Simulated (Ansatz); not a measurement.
# CoO in Ansatz: the effect of functional

CoO:

```xyz
2
Lattice="-1.5180 1.5180 2.1212 1.5180 -1.5180 2.1212 1.5180 1.5180 -2.1212" Properties=species:S:1:pos:R:3 pbc="T T T"
Co    0.0000    0.0000    0.0000
O     0.0000    0.0000    2.1212
```

The cell isn't the ideal one: volume scaled by 1.02.

Alike in all runs:

```yaml
Program: Ansatz 0.2.0
Task: single point
Potentials_or_basis: Ansatz PAW
Cutoff: "420 eV (not typed: the program's choice for these potentials)"
k_mesh: 12 × 12 × 12
Occupations: fermi-dirac, width 0.05 eV
Spin: collinear spin, ferromagnetic start
Starting_moments: "[2.0, 0.0] μB"
```

```tsv
functional	pressure (GPa)	moment (μB)
LDA	?	?
PBE	-3.3	2.95
PBEsol	-12.2	2.97
```

Q: What does the run with functional LDA give?

A: Pressure -20.2 GPa; moment 2.92 μB.

Caveats: a cell with one magnetic atom can't hold antiferromagnetic order, which such compounds often take; the PAW data sets come from PBE, with cores solved anew for the run's functional, which leaves a small shift of forces and pressure (some runs).
